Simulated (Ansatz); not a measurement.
# SnO2: the cost of one run

Computed with Ansatz 0.2.0, driven from Python. Level of theory: DFT PBEsol, plane waves, PAW.

**1. The system**

The structure is orthorhombic, space group Pnnm (No. 58). The conventional cell has a = 4.788 Å, b = 4.867 Å, c = 3.241 Å, α = 90.00°, β = 90.00°, γ = 90.00°. Around Sn (site symmetry 2/m) lie 6 O at 2.09 to 2.10 Å. Around O (site symmetry m) lie 3 Sn at 2.09 to 2.10 Å.

No structure file is read: the coordinates are typed or built in the script.

**2. The script**

Input file sno2.py:

```python
import ansatz as az
from ase.eos import EquationOfState
from ase.units import GPa
import numpy as np

SETTINGS = {
    "functional": "pbesol",
    "ecut": 500,
    "mesh": (4, 4, 6),
}

VECTORS = np.array([
    [4.788004, 0.0, 0.0],
    [0.0, 4.866582, 0.0],
    [0.0, 0.0, 3.240898],
])
SITES = [
    ("Sn", (0.5, 0.5, 0.5)),
    ("Sn", (0.0, 0.0, 0.0)),
    ("O", (0.291855, 0.321042, 0.0)),
    ("O", (0.791855, 0.178958, 0.5)),
    ("O", (0.208145, 0.821042, 0.5)),
    ("O", (0.708145, 0.678958, 0.0)),
]


def on_lattice(cell):
    crystal = az.Crystal(lattice=az.Lattice.of(cell))
    for symbol, position in SITES:
        crystal = crystal.atom(symbol, position)
    return crystal


def main() -> None:
    volumes, energies, pressures = [], [], []
    for scale in np.linspace(0.94, 1.06, 7):
        cell = VECTORS * scale ** (1 / 3)
        job = on_lattice(cell).calculation()
        job = job.functional(SETTINGS["functional"]).occupations(az.OccupationsMethod.FIXED)
        job = job.basis(SETTINGS["ecut"])
        job = job.kpoints(*SETTINGS["mesh"]).stress()
        data = job.run(threads=1).report
        volumes.append(abs(np.linalg.det(cell)) / len(SITES))
        energies.append(data["free_energy_ev"] / len(SITES))
        pressures.append(np.trace(data["stress_gpa"]) / 3)
        print(f"V = {volumes[-1]:8.4f} A^3/atom  F = {energies[-1]:.5f} eV/atom  P = {pressures[-1]:8.3f} GPa")

    eos = EquationOfState(volumes, energies, eos="murnaghan")
    v0, e0, bulk = eos.fit()
    print(f"V0 = {v0:.4f} A^3/atom, E0 = {e0:.5f} eV/atom, B = {bulk / GPa:.1f} GPa")
    eos.plot("eos.png")


if __name__ == "__main__":
    main()
```

**3. The calls as engine input**

The package turns the script's settings into the engine's input (first run):

```yaml
crystal:
  lattice:
    - [4.690262206874543, 0.0, 0.0]
    - [0.0, 4.767236124125195, 0.0]
    - [0.0, 0.0, 3.1747386605640457]
  atoms:
    - { symbol: Sn, position: [0.5, 0.5, 0.5] }
    - { symbol: Sn, position: [0.0, 0.0, 0.0] }
    - { symbol: O, position: [0.291855, 0.321042, 0.0] }
    - { symbol: O, position: [0.791855, 0.178958, 0.5] }
    - { symbol: O, position: [0.208145, 0.821042, 0.5] }
    - { symbol: O, position: [0.708145, 0.678958, 0.0] }
basis:
  ecutwfc: 500.0
kpoints:
  mp_grid:
    grid: [4, 4, 6]
hamiltonian:
  xc: pbesol
scf:
  occupations:
    method: fixed
output:
  stress: true
```

**4. The run**

Command:

```console
> python sno2.py
```

**Question.** How long does this script take on 1 thread of Arm Neoverse V2, shared host, and how much memory does it need?

About 30 s, with a peak of 0.46 GiB.
